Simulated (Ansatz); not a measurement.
The reference is InCuS2 in the chalcopyrite structure (space group I-42d, No. 122).

```xyz
8
Lattice="-2.7610 2.7610 5.5652 2.7610 -2.7610 5.5652 2.7610 2.7610 -5.5652" Properties=species:S:1:pos:R:3 pbc="T T T"
Cu     0.0000     2.7610     2.7826
Cu     0.0000     0.0000     0.0000
In     2.7610     0.0000     2.7826
In     0.0000     0.0000     5.5652
S      1.3805     1.2240    -1.3913
S      1.3805     1.5370     4.1739
S      1.5370    -1.3805     6.9565
S      1.2240     4.1415     1.3913
```

Method: r2SCAN (Ansatz, a first-principles code; PAW; 500 eV plane waves; without spin-orbit coupling).

Carriers are added at fixed cell with a uniform background; the Fermi–Dirac width is that of 300 K.

One change was made to it. Results:

```json
[
 {"quantity": "Fermi level relative to the doped band's edge (positive inside the band; to 0.05 eV)", "base": "–", "after": "+0.45 eV"},
 {"quantity": "gap between the host's bands", "base": "0.36 eV", "after": "0.80 eV"},
 {"quantity": "gap character", "base": "direct at Γ", "after": "direct at Γ"}
]
```

### Question
What was done to the base?
A) electrons 3.0×10^21 cm⁻³
B) holes 2.0×10^21 cm⁻³
C) electrons 7.0×10^21 cm⁻³
D) holes 3.0×10^21 cm⁻³
E) holes 7.0×10^21 cm⁻³

### Answer
E, holes 7.0×10^21 cm⁻³. For comparison, the gap between the host's bands in the other runs: electrons 7.0×10^21 cm⁻³ gives 0.08 eV; holes 2.0×10^21 cm⁻³ gives 0.51 eV; electrons 3.0×10^21 cm⁻³ gives 0.27 eV; holes 3.0×10^21 cm⁻³ gives 0.58 eV.

Charged cell with a jellium background: band edges are those of the host's band count, energies are not comparable with the neutral cell, and many-body gap narrowing is missing. Stability against distortions was not tested. All final runs are without spin polarisation.
